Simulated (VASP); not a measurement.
# Zn (Pm-3m) in VASP: notebook

Runs on Zn. Level: LDA. Tasks: relaxation of cell and atoms.

All numbers are computed with VASP 6.6.1; they aren't measurements. Logs are shortened: lines on timing, memory, paths and dates and some standing lists are left out, and cuts for length are marked.

## Step 1: The structure

It takes space group Pm-3m (No. 221, cubic). Conventional cell: a = 3.771 Å, b = 3.771 Å, c = 3.771 Å, α = 90.00°, β = 90.00°, γ = 90.00°. Zn (site symmetry 4/mmm) has 8 Zn at 2.67 Å as nearest neighbours.

The cell was built by a generator and needn't be a form met in nature.

## Step 2: Relaxation of cell and atoms, LDA, target pressure 2 GPa, at which the enthalpy is minimised

The input, INCAR:

```
SYSTEM = Zn
  PREC = Accurate
  ENCUT = 600
  EDIFF = 1E-7
  ISMEAR = -1
  SIGMA = 0.05
  LREAL = .FALSE.
  LASPH = .TRUE.
  NELM = 60
  ALGO = Normal
  ISIF = 3
  LWAVE = .FALSE.
  LCHARG = .FALSE.
  GGA = CA
  IBRION = 2
  NSW = 40
  EDIFFG = -0.005
  PSTRESS = 20
```

The input, KPOINTS:

```
regular mesh
0
G
  7 7 7
  0 0 0
```

The input, POSCAR:

```
Zn
1.0
    3.7711300000      0.0000000000      0.0000000000
    0.0000000000      3.7711300000      0.0000000000
    0.0000000000      0.0000000000      3.7711300000
Zn
3
Direct
    0.0000000000      0.5000000000      0.5000000000
    0.5000000000      0.0000000000      0.5000000000
    0.5000000000      0.5000000000      0.0000000000
```

Potentials or basis: VASP PAW LDA potentials, release 64 (Zn).

The run is started by

```console
cat potpaw_LDA.64/Zn/POTCAR > POTCAR
mpirun -np 1 vasp_std > vasp.out
```

OUTCAR:

```text
SYSTEM = Zn
   PREC = Accurate
   ENCUT = 600
   EDIFF = 1E-7
   ISMEAR = -1
   LREAL = .FALSE.
   LASPH = .TRUE.
   NELM = 60
   ISIF = 3
   GGA = CA
   IBRION = 2
   NSW = 40
   EDIFFG = -0.005
   PSTRESS = 20

 ion  position               nearest neighbor table
   1  0.000  0.500  0.500-   2 2.67   3 2.67   3 2.67   2 2.67   2 2.67   3 2.67   3 2.67   2 2.67

   2  0.500  0.000  0.500-   1 2.67   3 2.67   3 2.67   1 2.67   3 2.67   3 2.67   1 2.67   1 2.67

   3  0.500  0.500  0.000-   1 2.67   2 2.67   1 2.67   2 2.67   2 2.67   2 2.67   1 2.67   1 2.67

  LATTYP: Found a simple cubic cell.
 ALAT       =     3.7711300000

  Lattice vectors:

 A1 = (   3.7711300000,   0.0000000000,   0.0000000000)
 A2 = (   0.0000000000,   3.7711300000,   0.0000000000)
 A3 = (   0.0000000000,   0.0000000000,   3.7711300000)

Analysis of symmetry for initial positions (statically):
=====================================================================
 Subroutine PRICEL returns:
 Original cell was already a primitive cell.

 Routine SETGRP: Setting up the symmetry group for a
 simple cubic supercell.

 Subroutine GETGRP returns: Found 48 space group operations
 (whereof 48 operations were pure point group operations)
 out of a pool of 48 trial point group operations.

The static configuration has the point symmetry O_h .

Analysis of symmetry for dynamics (positions and initial velocities):
=====================================================================
 Subroutine PRICEL returns:
 Original cell was already a primitive cell.

 Routine SETGRP: Setting up the symmetry group for a
 simple cubic supercell.

 Subroutine GETGRP returns: Found 48 space group operations
 (whereof 48 operations were pure point group operations)
 out of a pool of 48 trial point group operations.

The dynamic configuration has the point symmetry O_h .

 Subroutine INISYM returns: Found 48 space group operations
 (whereof 48 operations are pure point group operations),
 and found     1 'primitive' translations

----------------------------------------------------------------------------------------

                                     Primitive cell

  volume of cell :      53.6308

  direct lattice vectors                    reciprocal lattice vectors
     3.771130000  0.000000000  0.000000000     0.265172508  0.000000000  0.000000000
     0.000000000  3.771130000  0.000000000     0.000000000  0.265172508  0.000000000
[... 70 lines left out ...]
   NGX,Y,Z   is equivalent  to a cutoff of  13.23, 13.23, 13.23 a.u.
   NGXF,Y,Z  is equivalent  to a cutoff of  26.45, 26.45, 26.45 a.u.
 SYSTEM =  Zn
   PREC   = accura    normal or accurate (medium, high low for compatibility)
   ISTART =      0    job   : 0-new  1-cont  2-samecut
   ICHARG =      2    charge: 1-file 2-atom 10-const
   ISPIN  =      1    spin polarized calculation?
   LNONCOLLINEAR =      F non collinear calculations
   LSORBIT =      F    spin-orbit coupling
   LASPH  =      T    aspherical Exc in radial PAW
   ENCUT  =  600.0 eV  44.10 Ry    6.64 a.u.   7.53  7.53  7.53*2*pi/ulx,y,z
   NELM   =     60;   NELMIN=  2; NELMDL= -5     # of ELM steps
   EDIFF  = 0.1E-06   stopping-criterion for ELM
   LREAL  =      F    real-space projection
   EDIFFG = -.5E-02   stopping-criterion for IOM
   NSW    =     40    number of steps for IOM
   IBRION =      2    ionic relax: 0-MD 1-quasi-New 2-CG
   NFREE  =      1    steps in history (QN), initial steepest desc. (CG)
   ISIF   =      3    stress and relaxation
   ISYM   =      2    0-nonsym 1-usesym 2-fastsym
   POTIM  = 0.5000    time-step for ionic-motion
   TEBEG  =    0.0;   TEEND  =   0.0 temperature during run
   PSTRESS=   20.0 pullay stress
   NELECT =      36.0000    total number of electrons
   NUPDOWN=      -1.0000    fix difference up-down
   EMIN   =  10.00;   EMAX   =-10.00  energy-range for DOS
   EFERMI =   0.00;   METHOD = LEGACY
   ISMEAR =    -1;   SIGMA  =   0.05  broadening in eV -4-tet -1-fermi 0-gaus
   EFERMI_NEDOS =   21; number of points for ismear=-14 and -15
   IALGO  =     38    algorithm
   IMIX   =      4    mixing-type and parameters
     AMIX     =   0.40;   BMIX     =  1.00
     AMIX_MAG =   1.60;   BMIX_MAG =  1.00
  volume/ion in A,a.u.               =      17.88       120.64
  Fermi-wavevector in a.u.,A,eV,Ry     =   1.433411  2.708755 27.955455  2.054668
  Thomas-Fermi vector in A             =   2.552932
   LORBIT       =      0    0 simple, 1 ext, 2 COOP (PROOUT), +10 PAW based schemes
   GGA     = CA    functional components
   LHFCALC =     F    Hartree Fock is set to
   AEXX    =    0.0000 exact exchange contribution
   IVDW    =     0    specifies the selected vdW correction
   LEPSILON=     F    determine dielectric tensor
   LRPA    =     F    only Hartree local field effects (RPA)
 conjugate gradient relaxation of ions
 non-spin polarized calculation
  energy-cutoff  :      600.00
  volume of cell :       53.63
 maximum number of plane-waves:      1806
 NGX is ok and might be reduce to    30
   NGX = 15   NGY = 15   NGZ = 15

--------------------------------------- Ionic step        1  -------------------------------------------

 number of electron      36.0000077 magnetization

 Free energy of the ion-electron system (eV)
  ---------------------------------------------------
  ext. energy  EPLUGINS =         0.00000000
  ---------------------------------------------------
  free energy    TOTEN  =        -4.92778758 eV

  energy without entropy =       -4.91954318  energy(sigma->0) =       -4.92366538

------------------------ aborting loop because EDIFF is reached ----------------------------------------

  FORCE on cell =-STRESS in cart. coord.  units (eV):
  Direction    XX          YY          ZZ          XY          YZ          ZX
  --------------------------------------------------------------------------------------
  -------------------------------------------------------------------------------------
  Total       -2.2736933     -2.2736933     -2.2736933     -0.0000000      0.0000000     -0.0000000
  in kB      -67.9247358    -67.9247358    -67.9247358     -0.0000000      0.0000000     -0.0000000
  external PRESSURE =     -87.9247358 kB  Pullay stress =      20.0000000 kB
[... 65 lines left out ...]
--------------------------------------- Ionic step        3  -------------------------------------------

 number of electron      35.9999964 magnetization

 Free energy of the ion-electron system (eV)
  ---------------------------------------------------
  ext. energy  EPLUGINS =         0.00000000
  ---------------------------------------------------
  free energy    TOTEN  =        -5.07261921 eV

  energy without entropy =       -5.06734427  energy(sigma->0) =       -5.06998174

 E-fermi :   2.4805     XC(G=0): -11.6680

 val. band max:        2.2253362522   @ k =   0.4286   0.2857   0.2857
 cond. band min:       2.5167214056   @ k =   0.2857   0.1429   0.0000
 fundamental gap:      0.2913851534
 Fermi energy:         2.4804503710

 k-point     1 :       0.0000    0.0000    0.0000
  band No.  band energies     occupation
      1      -8.0775      2.00000
      2      -6.1930      2.00000
      3      -6.0944      2.00000
      4      -6.0944      2.00000
      5      -6.0944      2.00000
      6      -5.8007      2.00000
[... 523 lines left out ...]
  energy  without entropy=       -5.0673442727  energy(sigma->0) =       -5.06998174

  enthalpy is  TOTEN    =        -4.4947051212 eV   P V=        0.5779140924

 reached required accuracy - stopping structural energy minimisation
```

OSZICAR:

```text
N       E                     dE             d eps       ncg     rms          rms(c)
DAV:   1     0.194515400375E+03    0.19452E+03   -0.19958E+04   888   0.270E+03
DAV:   2     0.386475431468E+01   -0.19065E+03   -0.18785E+03   886   0.393E+02
DAV:   3    -0.520361574627E+01   -0.90684E+01   -0.90358E+01  1000   0.102E+02
DAV:   4    -0.526954338032E+01   -0.65928E-01   -0.65922E-01   940   0.946E+00
[... 24 lines left out ...]
DAV:   2    -0.507279202718E+01    0.12638E-02   -0.54890E-03  1000   0.149E+00    0.858E-02
DAV:   3    -0.507267142156E+01    0.12061E-03   -0.93819E-05  1012   0.143E-01    0.466E-02
DAV:   4    -0.507261902642E+01    0.52395E-04   -0.96559E-06  1236   0.544E-02    0.236E-03
DAV:   5    -0.507261919657E+01   -0.17015E-06   -0.20332E-06   930   0.113E-02    0.829E-04
DAV:   6    -0.507261921360E+01   -0.17029E-07   -0.48362E-08   482   0.177E-03
   3 F= -.44947051E+01 E0= -.44920677E+01  d E =-.236392E+00
```

CONTCAR:

```text
Zn
   1.00000000000000
     3.5907179317362532   -0.0000000000000000   -0.0000000000000000
    -0.0000000000000000    3.5907179317362536   -0.0000000000000000
     0.0000000000000000    0.0000000000000000    3.5907179317362532
  Zn
     3
Direct
     0.0000000000000000    0.5000000000000000    0.5000000000000000
     0.5000000000000000    0.0000000000000000    0.5000000000000000
     0.5000000000000000    0.5000000000000000    0.0000000000000000

  0.00000000E+00  0.00000000E+00  0.00000000E+00
  0.00000000E+00  0.00000000E+00  0.00000000E+00
  0.00000000E+00  0.00000000E+00  0.00000000E+00
```

Wall time 28 s (1 thread of Intel Xeon Platinum 8488C (Sapphire Rapids), shared host); peak memory 0.15 GiB.

What came out:

```
Free energy                                            : -5.0726 eV
Relaxed volume                                         : 15.43 Å³/atom
Relaxed cell                                           : a = 3.591 Å, b = 3.591 Å, c = 3.591 Å, α = 90.00°, β = 90.00°, γ = 90.00°
Space group after relaxing (to 0.05 Å)                 : Pm-3m (No. 221)
Energy change on relaxing (the enthalpy is what falls) : -48.3 meV/atom
Ionic steps                                            : 3
Pressure after relaxing                                : 2.0 GPa
Band gap on the k mesh                                 : none (metal or under the smearing width)
```

Step by step:
| step | energy change (eV) | largest force (eV/Å) | pressure (GPa) | volume (Å³) |
| --- | --- | --- | --- | --- |
| 1 | 0.0000 | 0.0000 | -6.79 | 53.63 |
| 2 | -0.1457 | 0.0000 | 1.85 | 46.37 |
| 3 | -0.1448 | 0.0000 | 2.00 | 46.30 |

Final structure:
```yaml
crystal:
  lattice:
    - [3.59072, 0.00000, 0.00000]
    - [0.00000, 3.59072, 0.00000]
    - [0.00000, 0.00000, 3.59072]
  atoms:
    - { symbol: Zn, position: [0.00000, 0.50000, 0.50000] }
    - { symbol: Zn, position: [0.50000, 0.00000, 0.50000] }
    - { symbol: Zn, position: [0.50000, 0.50000, 0.00000] }
```

Levels at points of the mesh, in eV from the Fermi level:
```tsv
k point	band 15	band 16	band 17	band 18	band 19	band 20	band 21	band 22
(0.00, 0.00, 0.00)	-6.78	-6.78	0.70	0.70	0.70	3.92	3.92	6.27
```

Caveat: the cell is relaxed towards a set pressure, so the enthalpy falls and the energy may rise.

## Step 3: Relaxation of cell and atoms, LDA, target pressure 5 GPa, at which the enthalpy is minimised

Edit INCAR of step 2 so:

```diff
@@ -17,2 +17,2 @@
   EDIFFG = -0.005
-  PSTRESS = 20
+  PSTRESS = 50
```

KPOINTS is that of step 2.

POSCAR is that of step 2.

Potentials or basis: VASP PAW LDA potentials, release 64 (Zn).

The run is started by

```console
cat potpaw_LDA.64/Zn/POTCAR > POTCAR
mpirun -np 1 vasp_std > vasp.out
```

Wall time 30 s (1 thread of Intel Xeon Platinum 8488C (Sapphire Rapids), shared host); peak memory 0.15 GiB.

Results (log left out):

* Free energy: -5.0411 eV
* Relaxed volume: 14.95 Å³/atom
* Relaxed cell: a = 3.553 Å, b = 3.553 Å, c = 3.553 Å, α = 90.00°, β = 90.00°, γ = 90.00°
* Space group after relaxing (to 0.05 Å): Pm-3m (No. 221)
* Energy change on relaxing (the enthalpy is what falls): -37.8 meV/atom
* Ionic steps: 3
* Pressure after relaxing: 5.0 GPa
* Band gap on the k mesh: none (metal or under the smearing width)

Step by step:
```tsv
step	energy change (eV)	largest force (eV/Å)	pressure (GPa)	volume (Å³)
1	0.0000	0.0000	-6.79	53.63
2	-0.0841	0.0000	6.95	44.05
3	-0.1133	0.0000	5.03	44.84
```

Final structure:
```
Zn
1.0
     3.55263    0.00000    0.00000
     0.00000    3.55263    0.00000
     0.00000    0.00000    3.55263
Zn
3
Cartesian
  0.0000 1.7763 1.7763
  1.7763 0.0000 1.7763
  1.7763 1.7763 0.0000
```

Levels at points of the mesh, in eV from the Fermi level:
| k point | band 16 | band 17 | band 18 | band 19 | band 20 | band 21 |
| --- | --- | --- | --- | --- | --- | --- |
| (0.00, 0.00, 0.00) | -6.82 | 0.67 | 0.67 | 0.67 | 4.11 | 4.11 |

Caveat: the cell is relaxed towards a set pressure, so the enthalpy falls and the energy may rise; the volume moved by over 15 % at a fixed basis, so the end points are rough.

## Step 4: Relaxation of cell and atoms, LDA, target pressure 10 GPa, at which the enthalpy is minimised

Edit INCAR of step 3 so:

```diff
@@ -17,2 +17,2 @@
   EDIFFG = -0.005
-  PSTRESS = 50
+  PSTRESS = 100
```

KPOINTS is that of step 3.

POSCAR is that of step 3.

The run is started by

```console
cat potpaw_LDA.64/Zn/POTCAR > POTCAR
mpirun -np 1 vasp_std > vasp.out
```

It took 30 s on 1 thread of Intel Xeon Platinum 8488C (Sapphire Rapids), shared host; peak memory 0.16 GiB.

Results (log left out):

```yaml
Free_energy: -4.9520 eV
Relaxed_volume: 14.31 Å³/atom
Relaxed_cell: a = 3.501 Å, b = 3.501 Å, c = 3.501 Å, α = 90.00°, β = 90.00°, γ = 90.00°
Space_group_after_relaxing_to_0.05_Å: Pm-3m (No. 221)
Energy_change_on_relaxing_the_enthalpy_is_what_falls: -8.1 meV/atom
Ionic_steps: 3
Pressure_after_relaxing: 10.0 GPa
Band_gap_on_the_k_mesh: none (metal or under the smearing width)
```

Step by step:
```
step  energy change (eV)  largest force (eV/Å)  pressure (GPa)  volume (Å³)
   1              0.0000                0.0000           -6.79        53.63
   2              0.2032                0.0000           18.92        40.36
   3             -0.0243                0.0000           10.02        42.92
```

Final structure:
```xyz
3
Lattice="3.5012 0.0000 0.0000 0.0000 3.5012 0.0000 0.0000 0.0000 3.5012" Properties=species:S:1:pos:R:3 pbc="T T T"
Zn    0.0000    1.7506    1.7506
Zn    1.7506    0.0000    1.7506
Zn    1.7506    1.7506    0.0000
```

Levels at points of the mesh, in eV from the Fermi level:
| k point | band 14 | band 15 | band 16 | band 17 | band 18 | band 19 | band 20 | band 21 | band 22 |
| --- | --- | --- | --- | --- | --- | --- | --- | --- | --- |
| (0.00, 0.00, 0.00) | -6.88 | -6.88 | -6.88 | 0.63 | 0.63 | 0.63 | 4.37 | 4.37 | 6.45 |

Caveat: the cell is relaxed towards a set pressure, so the enthalpy falls and the energy may rise; the volume moved by over 15 % at a fixed basis, so the end points are rough.

## Step 5: Relaxation of cell and atoms, LDA, target pressure 20 GPa, at which the enthalpy is minimised

Edit INCAR of step 4 so:

```diff
@@ -17,2 +17,2 @@
   EDIFFG = -0.005
-  PSTRESS = 100
+  PSTRESS = 200
```

KPOINTS is that of step 4.

POSCAR is that of step 4.

The run is started by

```console
cat potpaw_LDA.64/Zn/POTCAR > POTCAR
mpirun -np 1 vasp_std > vasp.out
```

It took 62 s on 1 thread of Intel Xeon Platinum 8488C (Sapphire Rapids), shared host; peak memory 0.16 GiB.

It converged, with:

```
Free energy                                            : -4.6946 eV
Relaxed volume                                         : 13.37 Å³/atom
Relaxed cell                                           : a = 3.423 Å, b = 3.423 Å, c = 3.423 Å, α = 90.00°, β = 90.00°, γ = 90.00°
Space group after relaxing (to 0.05 Å)                 : Pm-3m (No. 221)
Energy change on relaxing (the enthalpy is what falls) : +77.7 meV/atom
Ionic steps                                            : 7
Pressure after relaxing                                : 20.0 GPa
Band gap on the k mesh                                 : none (metal or under the smearing width)
```

Step by step:
| step | energy change (eV) | largest force (eV/Å) | pressure (GPa) | volume (Å³) |
| --- | --- | --- | --- | --- |
| 1 | 0.0000 | 0.0000 | -6.79 | 53.63 |
| 2 | 1.8122 | 0.0000 | 64.33 | 33.61 |
| 3 | 0.2009 | 0.0000 | 18.90 | 40.38 |
| 4 | 0.2300 | 0.0000 | 19.92 | 40.14 |
| 5 | 0.2610 | 0.0000 | 20.96 | 39.90 |
| 6 | 0.2072 | 0.0000 | 19.07 | 40.33 |
| 7 | 0.2332 | 0.0000 | 20.02 | 40.12 |

Final structure:
```
Zn
1.0
     3.42324    0.00000    0.00000
     0.00000    3.42324    0.00000
     0.00000    0.00000    3.42324
Zn
3
Direct
  0.00000 0.50000 0.50000
  0.50000 0.00000 0.50000
  0.50000 0.50000 0.00000
```

Levels at points of the mesh, in eV from the Fermi level:
```
           k point  band 14  band 15  band 16  band 17  band 18  band 19  band 20  band 21  band 22
(0.00, 0.00, 0.00)    -6.98    -6.98    -6.98     0.55     0.55     0.55     4.78     4.78     6.62
```

Caveat: the cell is relaxed towards a set pressure, so the enthalpy falls and the energy may rise; the volume moved by over 15 % at a fixed basis, so the end points are rough.

## Step 6: Relaxation of cell and atoms, LDA, target pressure 30 GPa, at which the enthalpy is minimised

Edit INCAR of step 5 so:

```diff
@@ -17,2 +17,2 @@
   EDIFFG = -0.005
-  PSTRESS = 200
+  PSTRESS = 300
```

KPOINTS is that of step 5.

POSCAR is that of step 5.

Potentials or basis: VASP PAW LDA potentials, release 64 (Zn).

The run is started by

```console
cat potpaw_LDA.64/Zn/POTCAR > POTCAR
mpirun -np 1 vasp_std > vasp.out
```

Run time: 56 s. Hardware: 1 thread of Intel Xeon Platinum 8488C (Sapphire Rapids), shared host; peak memory 0.16 GiB.

It converged, with:

- Free energy: -4.3776 eV
- Relaxed volume: 12.69 Å³/atom
- Relaxed cell: a = 3.364 Å, b = 3.364 Å, c = 3.364 Å, α = 90.00°, β = 90.00°, γ = 90.00°
- Space group after relaxing (to 0.05 Å): Pm-3m (No. 221)
- Energy change on relaxing (the enthalpy is what falls): +183.4 meV/atom
- Ionic steps: 7
- Pressure after relaxing: 30.0 GPa
- Band gap on the k mesh: none (metal or under the smearing width)

The path:
```tsv
step	energy change (eV)	largest force (eV/Å)	pressure (GPa)	volume (Å³)
1	0.0000	0.0000	-6.79	53.63
2	5.7800	0.0000	164.30	27.66
3	0.4001	0.0000	25.40	38.93
4	0.4968	0.0000	28.36	38.36
5	0.5523	0.0000	30.10	38.05
6	0.5448	0.0000	29.82	38.09
7	0.5502	0.0000	30.00	38.06
```

Final structure:
```yaml
crystal:
  lattice:
    - [3.36388, 0.00000, 0.00000]
    - [0.00000, 3.36388, 0.00000]
    - [0.00000, 0.00000, 3.36388]
  atoms:
    - { symbol: Zn, position: [0.00000, 0.50000, 0.50000] }
    - { symbol: Zn, position: [0.50000, 0.00000, 0.50000] }
    - { symbol: Zn, position: [0.50000, 0.50000, 0.00000] }
```

Levels at points of the mesh, in eV from the Fermi level:
| k point | band 15 | band 16 | band 17 | band 18 | band 19 | band 20 | band 21 | band 22 |
| --- | --- | --- | --- | --- | --- | --- | --- | --- |
| (0.00, 0.00, 0.00) | -7.06 | -7.06 | 0.50 | 0.50 | 0.50 | 5.12 | 5.12 | 6.75 |

Caveat: the cell is relaxed towards a set pressure, so the enthalpy falls and the energy may rise; the volume moved by over 15 % at a fixed basis, so the end points are rough.

## Step 7: Summary

```csv
cell,target pressure,gap on the mesh (eV),pressure (GPa)
relaxed to 2 GPa,2 GPa,none,2.0
relaxed to 5 GPa,5 GPa,none,5.0
relaxed to 10 GPa,10 GPa,none,10.0
relaxed to 20 GPa,20 GPa,none,20.0
relaxed to 30 GPa,30 GPa,none,30.0
```

Alike in all rows: task relaxation of cell and atoms; level LDA; potentials or basis VASP PAW LDA potentials, release 64 (Zn); no spin polarisation; k mesh 7 × 7 × 7; cutoff (eV) 600; smearing fermi-dirac 0.05 eV.

Caveats: the cell is relaxed towards a set pressure, so the enthalpy falls and the energy may rise; the volume moved by over 15 % at a fixed basis, so the end points are rough (some runs).

Absolute energies hang on the potentials; compare differences alone.
